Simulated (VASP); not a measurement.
# Al2Cu (I4/mmm) in VASP: notebook, part 2 of 2

VASP 6.6.1.

## 4. Relaxation of cell and atoms, PBEsol

Input file INCAR:

```
SYSTEM = Al2Cu
ALGO = Normal
EDIFF = 1E-6
EDIFFG = -0.01
ENCUT = 600
GGA = PS
IBRION = 2
ISIF = 3
ISMEAR = 1
LASPH = .TRUE.
LCHARG = .FALSE.
LREAL = .FALSE.
LWAVE = .FALSE.
NELM = 80
NSW = 90
PREC = Accurate
SIGMA = 0.1
```

Input file KPOINTS:

```
k-points
0
G
  14 14 14
  0 0 0
```

Input file POSCAR:

```
Al2Cu
1.0
   -2.0303375000      2.0303375000      2.8510940000
    2.0303375000     -2.0303375000      2.8510940000
    2.0303375000      2.0303375000     -2.8510940000
Al Cu
2 1
Direct
    0.7500000000      0.2500000000      0.5000000000
    0.2500000000      0.7500000000      0.5000000000
    0.5000000000      0.5000000000      0.0000000000
```

Command:

```console
> cat potpaw_PBE.64/Al/POTCAR potpaw_PBE.64/Cu/POTCAR > POTCAR
> mpirun -np 1 vasp_std > vasp.out
```

Run time: 5.5 min. Hardware: 1 thread of Intel Xeon Platinum 8375C at 2.90GHz (Ice Lake), shared host; peak memory 0.33 GiB.

The run converged. Its results:

* Free energy: -13.0127 eV
* Relaxed volume: 15.70 Å³/atom
* Relaxed cell: a = 4.054 Å, b = 4.054 Å, c = 4.054 Å, α = 120.01°, β = 120.01°, γ = 89.98°
* Space group after relaxing (to 0.05 Å): Fm-3m (No. 225)
* Energy gained by relaxing: 0.1 meV/atom
* Ionic steps: 6
* Pressure after relaxing: -0.1 GPa
* Band gap on the k mesh: none (metal or under the smearing width)

The path:
```
step  energy change (eV)  largest force (eV/Å)  pressure (GPa)  volume (Å³)
   1              0.0000                0.0000            0.57        47.01
   2              0.0004                0.0000           -0.71        47.39
   3             -0.0001                0.0000           -0.11        47.13
   4             -0.0001                0.0000           -0.12        47.15
   5             -0.0003                0.0000           -0.11        47.13
   6             -0.0004                0.0000           -0.05        47.11
```

Final structure:
```xyz
3
Lattice="-2.0268 2.0268 2.8671 2.0268 -2.0268 2.8671 2.0268 2.0268 -2.8671" Properties=species:S:1:pos:R:3 pbc="T T T"
Al    0.0000    2.0268    1.4336
Al    2.0268    0.0000    1.4336
Cu    0.0000    0.0000    2.8671
```

Levels at points of the mesh, in eV from the Fermi level:
```tsv
k point	band 6	band 7	band 8	band 9	band 10	band 11	band 12
(0.00, 0.00, 0.00)	-4.06	2.89	2.89	2.89	2.94	2.94	2.95
(0.50, 0.00, 0.00)	-3.99	-3.99	0.61	0.61	2.93	2.94	3.83
(0.50, 0.50, 0.00)	-3.90	-3.78	-2.00	-2.00	0.37	1.49	9.03
(0.50, 0.50, 0.50)	-3.90	-3.78	-2.00	-2.00	0.37	1.49	9.03
```

Caveat: the PAW data sets were made with another functional, which shifts forces and pressure a little.

## 5. Relaxation of cell and atoms, PBEsol

This run uses another cell than the first one, of 15.70 Å³/atom, 1.002 times its volume.

Changes to INCAR since step 4:

```diff
@@ -2,4 +2,4 @@
 ALGO = Normal
-EDIFF = 1E-6
-EDIFFG = -0.01
+EDIFF = 1E-7
+EDIFFG = -0.005
 ENCUT = 600
```

KPOINTS is that of step 4.

Input file POSCAR:

```
Al2Cu                                   
1.0
   -2.0268048727      2.0268048727      2.8671494420
    2.0268048727     -2.0268048727      2.8671494420
    2.0268048727      2.0268048727     -2.8671494420
  Al              Cu            
     2     1
Direct
     0.7500000000000000    0.2500000000000000    0.5000000000000000
     0.2500000000000000    0.7500000000000000    0.5000000000000000
     0.5000000000000000    0.5000000000000000    0.0000000000000000
```

Potentials or basis: VASP PAW PBE potentials, release 64 (Al, Cu).

Command:

```console
> cat potpaw_PBE.64/Al/POTCAR potpaw_PBE.64/Cu/POTCAR > POTCAR
> mpirun -np 1 vasp_std > vasp.out
```

OUTCAR:

```text
SYSTEM = Al2Cu
   EDIFF = 1E-7
   EDIFFG = -0.005
   ENCUT = 600
   GGA = PS
   IBRION = 2
   ISIF = 3
   ISMEAR = 1
   LASPH = .TRUE.
   LREAL = .FALSE.
   NELM = 80
   NSW = 90
   PREC = Accurate

 ion  position               nearest neighbor table
   1  0.750  0.250  0.500-   3 2.48   3 2.48   3 2.48   3 2.48   2 2.87   2 2.87   2 2.87   2 2.87
                             2 2.87   2 2.87
   2  0.250  0.750  0.500-   3 2.48   3 2.48   3 2.48   3 2.48   1 2.87   1 2.87   1 2.87   1 2.87
                             1 2.87   1 2.87
   3  0.500  0.500  0.000-   2 2.48   1 2.48   1 2.48   2 2.48   1 2.48   2 2.48   2 2.48   1 2.48

  LATTYP: Found a body centered tetragonal cell.
 ALAT       =     4.0536097454
 C/A-ratio  =     1.4146154278

  Lattice vectors:

 A1 = (  -2.0268048727,   2.0268048727,   2.8671494420)
 A2 = (   2.0268048727,  -2.0268048727,   2.8671494420)
 A3 = (   2.0268048727,   2.0268048727,  -2.8671494420)

Analysis of symmetry for initial positions (statically):
=====================================================================
 Subroutine PRICEL returns:
 Original cell was already a primitive cell.

 Routine SETGRP: Setting up the symmetry group for a
 body centered tetragonal supercell.

 Subroutine GETGRP returns: Found 16 space group operations
 (whereof 16 operations were pure point group operations)
 out of a pool of 16 trial point group operations.

The static configuration has the point symmetry D_4h.

Analysis of symmetry for dynamics (positions and initial velocities):
=====================================================================
 Subroutine PRICEL returns:
 Original cell was already a primitive cell.

 Routine SETGRP: Setting up the symmetry group for a
 body centered tetragonal supercell.

 Subroutine GETGRP returns: Found 16 space group operations
 (whereof 16 operations were pure point group operations)
 out of a pool of 16 trial point group operations.

The dynamic configuration has the point symmetry D_4h.

 Subroutine INISYM returns: Found 16 space group operations
 (whereof 16 operations are pure point group operations),
 and found     1 'primitive' translations

----------------------------------------------------------------------------------------

                                     Primitive cell

  volume of cell :      47.1123

  direct lattice vectors                    reciprocal lattice vectors
    -2.026804873  2.026804873  2.867149442     0.000000000  0.246693703  0.174389236
     2.026804873 -2.026804873  2.867149442     0.246693703  0.000000000  0.174389236
     2.026804873  2.026804873 -2.867149442     0.246693703  0.246693703  0.000000000

  length of vectors
     4.054185727  4.054185727  4.054185727     0.302108240  0.302108240  0.348877581

  position of ions in fractional coordinates (direct lattice)
     0.750000000  0.250000000  0.500000000
     0.250000000  0.750000000  0.500000000
     0.500000000  0.500000000  0.000000000

  ion indices of the primitive-cell ions
   primitive index   ion index
                 1           1
[... 122 lines left out ...]
  free energy    TOTEN  =       -13.01272619 eV

  energy without entropy =      -13.01225931  energy(sigma->0) =      -13.01257057

------------------------ aborting loop because EDIFF is reached ----------------------------------------

  FORCE on cell =-STRESS in cart. coord.  units (eV):
  Direction    XX          YY          ZZ          XY          YZ          ZX
  --------------------------------------------------------------------------------------
  -------------------------------------------------------------------------------------
  Total       -0.0285300     -0.0285300     -0.0360566      0.0000000      0.0000000     -0.0000000
  in kB       -0.9702361     -0.9702361     -1.2261985      0.0000000      0.0000000     -0.0000000
  external PRESSURE =      -1.0555569 kB  Pullay stress =       0.0000000 kB

 VOLUME and BASIS-vectors are now :
 -----------------------------------------------------------------------------
  energy-cutoff  :      600.00
  volume of cell :       47.11
      direct lattice vectors                 reciprocal lattice vectors
    -2.026804873  2.026804873  2.867149442     0.000000000  0.246693703  0.174389236
     2.026804873 -2.026804873  2.867149442     0.246693703  0.000000000  0.174389236
     2.026804873  2.026804873 -2.867149442     0.246693703  0.246693703  0.000000000

 POSITION                                       TOTAL-FORCE (eV/Angst)
 -----------------------------------------------------------------------------------
     -0.00000      2.02680      1.43357         0.000000     -0.000000     -0.000000
      2.02680     -0.00000      1.43357        -0.000000      0.000000      0.000000
      0.00000      0.00000      2.86715        -0.000000      0.000000     -0.000000
 -----------------------------------------------------------------------------------
    total drift:                               -0.000000      0.000000     -0.000000

  FREE ENERGIE OF THE ION-ELECTRON SYSTEM (eV)
  ---------------------------------------------------
  free  energy   TOTEN  =       -13.0127261936 eV

  energy  without entropy=      -13.0122593131  energy(sigma->0) =      -13.01257057

--------------------------------------- Ionic step        2  -------------------------------------------

 number of electron      17.0000011 magnetization

 Free energy of the ion-electron system (eV)
  ---------------------------------------------------
  ext. energy  EPLUGINS =         0.00000000
  ---------------------------------------------------
  free energy    TOTEN  =       -13.01274144 eV

  energy without entropy =      -13.01227907  energy(sigma->0) =      -13.01258732

 E-fermi :   7.0889     XC(G=0): -10.6264

 val. band max:        7.0691748080   @ k =  -0.1429  -0.2857   0.1429
 cond. band min:       7.1101495439   @ k =   0.1429  -0.0000   0.0000
 fundamental gap:      0.0409747359
 Fermi energy:         7.0888543384

 k-point     1 :       0.0000    0.0000    0.0000
  band No.  band energies     occupation
      1      -3.2107      2.00000
      2       2.4594      2.00000
      3       2.4594      2.00000
      4       2.4596      2.00000
      5       3.0277      2.00000
      6       3.0280      2.00000
      7       9.9821      0.00000
      8       9.9833      0.00000
      9       9.9833      0.00000
     10      10.0381      0.00000
     11      10.0381      0.00000
     12      10.0399      0.00000
[... 331 lines left out ...]
 k-point    24 :       0.2857    0.1429    0.0000
  band No.  band energies     occupation
      1      -1.5075      2.00000
      2       1.8472      2.00000
      3       2.5379      2.00000
      4       2.6573      2.00000
      5       2.9690      2.00000
      6       3.0906      2.00000
      7       3.9908      2.00000
      8       5.9195      2.00000
      9       8.0326     -0.00000
     10      10.0766      0.00000
     11      10.7140      0.00000
     12      11.9490      0.00000

 [... further k-points ...]

------------------------ aborting loop because EDIFF is reached ----------------------------------------

  FORCE on cell =-STRESS in cart. coord.  units (eV):
  Direction    XX          YY          ZZ          XY          YZ          ZX
  --------------------------------------------------------------------------------------
  -------------------------------------------------------------------------------------
  Total        0.0139495      0.0139495      0.0095990      0.0000000      0.0000000     -0.0000000
  in kB        0.4751021      0.4751021      0.3269293      0.0000000      0.0000000     -0.0000000
  external PRESSURE =       0.4257112 kB  Pullay stress =       0.0000000 kB

 VOLUME and BASIS-vectors are now :
 -----------------------------------------------------------------------------
  energy-cutoff  :      600.00
  volume of cell :       47.04
      direct lattice vectors                 reciprocal lattice vectors
    -2.025875001  2.025875001  2.865487007     0.000000000  0.246806935  0.174490409
     2.025875001 -2.025875001  2.865487007     0.246806935  0.000000000  0.174490409
     2.025875001  2.025875001 -2.865487007     0.246806935  0.246806935  0.000000000

 POSITION                                       TOTAL-FORCE (eV/Angst)
 -----------------------------------------------------------------------------------
     -0.00000      2.02588      1.43274         0.000000     -0.000000     -0.000000
      2.02588     -0.00000      1.43274        -0.000000      0.000000      0.000000
      0.00000      0.00000      2.86549        -0.000000     -0.000000     -0.000000
 -----------------------------------------------------------------------------------
    total drift:                               -0.000000      0.000000     -0.000000

  FREE ENERGIE OF THE ION-ELECTRON SYSTEM (eV)
  ---------------------------------------------------
  free  energy   TOTEN  =       -13.0127414408 eV

  energy  without entropy=      -13.0122790655  energy(sigma->0) =      -13.01258732

 reached required accuracy - stopping structural energy minimisation
```

CONTCAR:

```text
Al2Cu
   1.00000000000000
    -2.0258750012316367    2.0258750012316367    2.8654870070718581
     2.0258750012316367   -2.0258750012316367    2.8654870070718581
     2.0258750012316367    2.0258750012316367   -2.8654870070718581
  Al              Cu
     2     1
Direct
     0.7500000000000000    0.2500000000000000    0.5000000000000000
     0.2500000000000000    0.7500000000000000    0.5000000000000000
     0.5000000000000000    0.5000000000000000    0.0000000000000000

  0.00000000E+00  0.00000000E+00  0.00000000E+00
  0.00000000E+00  0.00000000E+00  0.00000000E+00
  0.00000000E+00  0.00000000E+00  0.00000000E+00
```

Run time: 3.1 min. Hardware: 1 thread of Intel Xeon Platinum 8375C at 2.90GHz (Ice Lake), shared host; peak memory 0.33 GiB.

What came out:

```
Free energy                            : -13.0127 eV
Relaxed volume                         : 15.68 Å³/atom
Relaxed cell                           : a = 4.052 Å, b = 4.052 Å, c = 4.052 Å, α = 120.01°, β = 120.01°, γ = 89.99°
Space group after relaxing (to 0.05 Å) : Fm-3m (No. 225)
Energy gained by relaxing              : 0.0 meV/atom
Ionic steps                            : 2
Pressure after relaxing                : 0.0 GPa
Band gap on the k mesh                 : none (metal or under the smearing width)
```

Final structure:
```
Al Cu
1.0
    -2.02588    2.02588    2.86549
     2.02588   -2.02588    2.86549
     2.02588    2.02588   -2.86549
Al Cu
2 1
Direct
  0.75000 0.25000 0.50000
  0.25000 0.75000 0.50000
  0.50000 0.50000 0.00000
```

Caveat: the PAW data sets were made with another functional, which shifts forces and pressure a little.
